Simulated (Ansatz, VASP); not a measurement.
**One calculation of ScAl3, two programs**

File INCAR:

```
PREC = Accurate ; ENCUT = 600
EDIFF = 1E-6 ; ISMEAR = -1
SIGMA = 0.05 ; LREAL = False
LASPH = True ; NELM = 100
ALGO = Fast ; ISIF = 3
LWAVE = False ; LCHARG = False
GGA = PE ; IVDW = 12
IBRION = 2 ; NSW = 40
EDIFFG = -0.01
```

Contents of KPOINTS:

```
regular mesh
0
Gamma
  7 7 7
```

The input POSCAR:

```
ScAl3
1.0
    4.0878065700      0.0000000000      0.0000000000
    0.0000000000      4.0878065700      0.0000000000
    0.0000000000      0.0000000000      4.0878065700
Sc Al
1 3
Direct
    0.0000000000      0.0000000000      0.0000000000
    0.5000000000      0.5000000000      0.0000000000
    0.0000000000      0.5000000000      0.5000000000
    0.5000000000      0.0000000000      0.5000000000
```

Contents of input.yaml:

```yaml
crystal:
  lattice:
    - [4.08780657, 0.0, 0.0]
    - [0.0, 4.08780657, 0.0]
    - [0.0, 0.0, 4.08780657]
  atoms:
    - { symbol: Sc, position: [0.0, 0.0, 0.0] }
    - { symbol: Al, position: [0.5, 0.5, 0.0] }
    - { symbol: Al, position: [0.0, 0.5, 0.5] }
    - { symbol: Al, position: [0.5, 0.0, 0.5] }
hamiltonian:
  xc: pbe
  pseudopotentials: { kind: paw }
  dispersion: d3bj
kpoints:
  mp_grid: { grid: [7, 7, 7] }
scf:
  occupations: { method: fermi_dirac, width: 0.05 }
output:
  forces: true
  stress: true
  eigenvalues: true
relax:
  f_tol: 0.01
  max_steps: 40
  cell: { stress_tol: 0.05 }
```

The cell is a database's computed one.

Alike in both runs: task relaxation of cell and atoms; functional PBE; dispersion D3(BJ); k mesh 7 × 7 × 7; occupations fermi-dirac, width 0.05 eV; no spin polarisation.

|  | VASP | Ansatz |
| --- | --- | --- |
| version | VASP 6.6.1 | Ansatz 0.2.0 |
| potentials or method | VASP PAW PBE potentials, release 64 (Sc_sv, Al) | Ansatz PAW |
| plane-wave cutoff (eV) | 600 | 420 |
| valence electrons in the cell | 20 | 20 |

```tsv
	VASP	Ansatz	Ansatz less VASP
gap on the k mesh at the Fermi level, each at its own relaxed structure (eV)	none	none	-
relaxed volume (Å³/atom)	16.60	16.59	-0.006
relaxed cell length with the largest relative difference (Å)	4.049	4.049	-0.0005
energy change over the relaxation (meV/atom)	-4	-4	-0.2
```

A gap of «none» marks a metal or a gap that the smearing closes.

Caveats: pairwise dispersion overbinds metals, which lowers pressure and volume; the plane-wave basis is chosen anew once the cell has moved, so the energies of steps on either side of that aren't comparable (Ansatz).
